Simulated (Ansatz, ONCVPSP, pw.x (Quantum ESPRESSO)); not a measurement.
**pw.x on fcc W: one setting changed**

Potential: optimised norm-conserving Vanderbilt (ONCV), ONCVPSP 4.0.1.1 (patched build), PBE; core [Xe] 4f14, reference 5d4 6s2; waves: 6s: rc 2.75 bohr, ncon 4, nbas 9, qcut 2.1 1/bohr, 2 projectors, debl 3.7 Ha; p scattering state at 0.42 Ha: rc 2.90 bohr, ncon 4, nbas 9, qcut 2.7 1/bohr, 2 projectors, debl 2.7 Ha; 5d: rc 2.75 bohr, ncon 5, nbas 10, qcut 6.1 1/bohr, 2 projectors, debl 0.45 Ha; local part: polynomial inside 2.40 bohr (lpopt 5, dvloc0 2 Ha); core correction: none. In the p channel the program set the typed energies aside and used 0.050, 2.750 Ha.

The reference run (k-mesh 14³, cutoffs 70/280 Ry, Fermi–Dirac 0.01 Ry, mixing_beta 0.4, conv_thr 1e-9, no spin) gives 2.19 GPa at 16.478 Å³/atom, where all-electron LAPW gives -0.06 GPa. This run, with its own iteration cap, changes nosym to true.

```
&control
  calculation='scf', prefix='x', pseudo_dir='./', outdir='./tmp', tstress=.true., disk_io='none'
/
&system
  ibrav=0, nat=1, ntyp=1, ecutwfc=70, ecutrho=280, nbnd=10,
  occupations='smearing', smearing='fd', degauss=0.01, nosym=.true.
/
&electrons
  conv_thr=1e-09, mixing_beta=0.4, electron_maxstep=60
/
ATOMIC_SPECIES
W 1.0 W.UPF
CELL_PARAMETERS angstrom
  0.00000000 2.01972156 2.01972156
  2.01972156 0.00000000 2.01972156
  2.01972156 2.01972156 0.00000000
ATOMIC_POSITIONS crystal
W 0.0000 0.0000 0.0000
K_POINTS automatic
14 14 14 0 0 0
```

```bash
pw.x < W.scf.in > W.scf.out
```

Task: How does the run end?

Result: It converges in 8 iterations; the free energy moves by +0.0 meV/atom and the pressure by +0.00 GPa. The result is that of the reference run.

```
lattice parameter (alat)  =       5.3977  a.u.
     unit-cell volume          =     111.1991 (a.u.)^3
     number of electrons       =         6.00
     number of Kohn-Sham states=           10
     kinetic-energy cutoff     =      70.0000  Ry
     charge density cutoff     =     280.0000  Ry
     scf convergence threshold =      1.0E-09
     Exchange-correlation= PBE
     number of k points=  1376  Fermi-Dirac smearing, width (Ry)=  0.0100
     iteration #  1     ecut=    70.00 Ry     beta= 0.40
     total energy              =     -15.38828453 Ry
     estimated scf accuracy    <       0.04040367 Ry
     iteration #  2     ecut=    70.00 Ry     beta= 0.40
     total energy              =     -15.38637518 Ry
     estimated scf accuracy    <       0.00790741 Ry
     iteration #  3     ecut=    70.00 Ry     beta= 0.40
     total energy              =     -15.38741149 Ry
     estimated scf accuracy    <       0.00013190 Ry
     [... 2 iterations left out ...]
     iteration #  6     ecut=    70.00 Ry     beta= 0.40
     total energy              =     -15.38744043 Ry
     estimated scf accuracy    <          8.2E-09 Ry
     iteration #  7     ecut=    70.00 Ry     beta= 0.40
     total energy              =     -15.38744044 Ry
     estimated scf accuracy    <          2.2E-09 Ry
     iteration #  8     ecut=    70.00 Ry     beta= 0.40
     the Fermi energy is    14.4775 ev
!    total energy              =     -15.38744044 Ry
     estimated scf accuracy    <          6.0E-11 Ry
     smearing contrib. (-TS)   =      -0.00527882 Ry
     The total energy is F=E-TS. E is the sum of the following terms:
     one-electron contribution =      10.11283508 Ry
     hartree contribution      =       0.16433532 Ry
     xc contribution           =      -4.03670725 Ry
     ewald contribution        =     -21.62262478 Ry
     convergence has been achieved in   8 iterations
          total   stress  (Ry/bohr**3)                   (kbar)     P=       21.86
     Message from routine punch:
     Nothing written, as per user request (disk_io='none')
```

The run took about 3.5 min on one core of a shared host (Neoverse-V1, 32 threads, 247 GiB, load 23).
